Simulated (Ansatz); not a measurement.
Runs of Ansatz 0.2.0 on AlN. Symmetry: F-43m, No. 216, cubic system. Conventional cell: a = 4.368 Å, b = 4.368 Å, c = 4.368 Å, α = 90.00°, β = 90.00°, γ = 90.00°. Al (site symmetry -43m) has 4 N at 1.89 Å as nearest neighbours. Around N (site symmetry -43m) lie 4 Al at 1.89 Å. Measurements of this composition are mostly on another form, of space group No. 186.

| task | level | potentials or basis | cell | k mesh | cutoff (eV) | mesh quality | gap on the mesh (eV) | pressure (GPa) | V0 of scaled cells (Å³/atom) | relaxed volume (Å³/atom) | B0 (GPa) |
| --- | --- | --- | --- | --- | --- | --- | --- | --- | --- | --- | --- |
| relaxation of cell and atoms | BLYP+D4 | Ansatz PAW | relaxed | 10 × 10 × 10 | 420 | not flagged | 3.69 | 0.0 | - | 10.33 | - |
| equation of state | PBEsol0 | Ansatz PAW | as given | 5 × 5 × 5 | 420 | coarse | - | - | 10.27 | - | 218 |
| equation of state | PBE | Ansatz PAW soft_1 | as given | 10 × 10 × 10 | 420 | not flagged | - | - | 10.67 | - | (b) |
| relaxation of cell and atoms | revPBE+D3(BJ) | Ansatz PAW | relaxed | 10 × 10 × 10 | 420 | not flagged | 3.36 | 0.0 | - | 10.37 | - |
| equation of state | BHLYP | Ansatz PAW | as given | 5 × 5 × 5 | 420 | coarse | - | - | 10.28 | - | 224 |
| relaxation of cell and atoms | m-r2SCAN | Ansatz PAW | relaxed | 10 × 10 × 10 | 500 | not flagged | 3.94 | 0.0 | - | 10.43 | - |
| equation of state | HISS | Ansatz PAW | as given | 5 × 5 × 5 | 420 | coarse | - | - | (a) | - | 223 |
| single point | PBE | Ansatz PAW | as given | 14 × 14 × 14 | 420 | not flagged | 3.33 | (c) | - | - | - |

Alike in all rows: no spin polarisation; smearing fermi-dirac 0.05 eV.

Problem. Estimate the missing entries.

Solution. (a) 10.26; (b) 193; (c) 4.9.

Caveats: some runs use coarse meshes; the PAW data sets come from PBE, with cores solved anew for the run's functional, which leaves a small shift of forces and pressure (some runs); the potentials were made for another functional, which shifts forces and pressure (some runs); the plane-wave basis is chosen anew once the cell has moved, so the energies of steps on either side of that aren't comparable (some runs).

A k mesh can miss the band edges.

Not every run made on this cell is shown here.
